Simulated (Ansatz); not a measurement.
## What spin–orbit coupling does to the bands of As

```
As
1.0
     1.87975    1.08527    3.48577
    -1.87975    1.08527    3.48577
     0.00000   -2.17055    3.48577
As
2
Direct
  0.22754 0.22754 0.22754
  0.77246 0.77246 0.77246
```

Atom numbers follow the list: As1, As2.

The structure is an experimental refinement, used without relaxation.

Levels of theory: DFT, PBE, all-electron LAPW, scalar-relativistic (Ansatz 0.2.0); DFT, PBE, all-electron LAPW, Dirac equation with spin-orbit coupling (Ansatz 0.2.0).

The runs use a Γ-centred 13×13×13 k mesh, Fermi–Dirac smearing of 0.05 eV, basis error target 1 meV/atom, no spin polarisation.

Levels between -8 and 5 eV, each run counted from its own valence-band top where it has a gap, else its Fermi level. Scalar levels are listed once for both spins; with the coupling every spinor state is counted. Levels near the edges of the range can cross them.

Question: At Γ (0.000, 0.000, 0.000) the scalar-relativistic levels are -5.87, -2.63, -2.10 (×2), 1.69, 2.88 (×2). What are they with spin–orbit coupling?

Answer: -5.86 (×2), -2.68 (×2), -2.17 (×2), -1.98 (×2), 1.68 (×2), 2.77 (×2), 3.00 (×2).

Question: At F (0.500, 0.000, 0.500) the scalar-relativistic levels are -6.17, -4.38, -4.24, 1.43. What are they with spin–orbit coupling?

Answer: -6.17 (×2), -4.42 (×2), -4.19 (×2), 1.43 (×2).
